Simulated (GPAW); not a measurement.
The system is Sc.

```
Sc
1.0
     3.30900    0.00000    0.00000
    -1.65450    2.86568    0.00000
     0.00000    0.00000    5.27330
Sc
2
Direct
  0.66667 0.33333 0.75000
  0.33333 0.66667 0.25000
```

* Program: GPAW 26.7.0
* Task: relaxation of cell and atoms
* Functional: PBEsol
* Dispersion: D3(BJ)
* Potentials or basis: PAW data sets generated in the run's folder for this functional
* Cutoff: 600 eV
* Basis: pw
* k mesh: 7 × 7 × 4
* Occupations: fermi-dirac, width 0.05 eV
* Spin: no spin polarisation

At the start: pressure -5.6 GPa; volume 25.00 Å³/atom.

Problem. How do energy, volume and symmetry change on relaxing?

Solution. Over 7 steps the energy falls by 53.5 meV/atom and the volume is 22.46 Å³/atom (-10.2 %); space group P6_3/mmc (No. 194, to 0.05 Å).

Step by step:
| step | energy change (eV) | largest force (eV/Å) | pressure (GPa) | volume (Å³) |
| --- | --- | --- | --- | --- |
| 1 | 0.0000 | 0.0000 | -5.59 | 50.00 |
| 2 | -0.0319 | 0.0002 | -4.77 | 49.08 |
| 3 | -0.1047 | 0.0002 | 0.70 | 44.43 |
| 4 | -0.1056 | 0.0003 | 0.08 | 44.86 |
| 5 | -0.1059 | 0.0003 | 0.01 | 44.91 |
| 6 | -0.1069 | 0.0004 | -0.10 | 44.98 |
| 7 | -0.1070 | 0.0008 | -0.03 | 44.92 |

Final structure:
```xyz
2
Lattice="3.2248 0.0000 0.0000 -1.6124 2.7927 0.0000 0.0000 0.0000 4.9879" Properties=species:S:1:pos:R:3 pbc="T T T"
Sc    1.6124    0.9309    3.7409
Sc    0.0000    1.8618    1.2470
```

Caveat: later steps reuse the first step's grids; the volume moved by -10 % from the deposited cell, more than functionals usually miss; pairwise dispersion overbinds metals, which lowers pressure and volume.
